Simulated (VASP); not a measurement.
**Mg: single point with PBE**

Crystal: Mg.

```
CELL_PARAMETERS angstrom
3.25153 0.00000 0.00000
-1.62577 2.81591 0.00000
0.00000 0.00000 5.27886
ATOMIC_POSITIONS crystal
Mg 0.66667 0.33333 0.75000
Mg 0.33333 0.66667 0.25000
```

The cell isn't the ideal one: volume scaled by 1.04.

```yaml
Program: VASP 6.6.1
Task: single point
Functional: PBE
Potentials_or_basis: VASP PAW PBE potentials, release 64 (Mg)
Cutoff: 520 eV
k_mesh: 10 × 10 × 5
Occupations: fermi-dirac, width 0.05 eV
Spin: no spin polarisation
Dipole_correction: no
Further_INCAR_settings: ALGO = Normal; EDIFF = 1e-06; NBANDS = 9
```

| Property | Result |
| --- | --- |
| Pressure | -1.7 GPa |
| Band gap on the k mesh | none (metal or under the smearing width) |

Stress tensor (GPa, compression positive):
```
-2.13  0.00  0.00
 0.00 -2.13  0.00
 0.00  0.00 -0.90
```

Levels at points of the mesh, in eV from the Fermi level:
| k point | band 1 | band 2 | band 3 | band 4 | band 5 |
| --- | --- | --- | --- | --- | --- |
| (0.00, 0.00, 0.00) | -6.74 | -1.62 | -1.27 | 10.62 | 10.62 |
| (0.50, 0.00, 0.00) | -2.12 | -2.08 | 2.56 | 2.98 | 3.11 |

Wall time 9.5 s on 1 thread of Intel(R) Xeon(R) Platinum 8375C CPU @ 2.90GHz (Ice Lake), with other jobs on the host, peak memory 0.16 GiB.
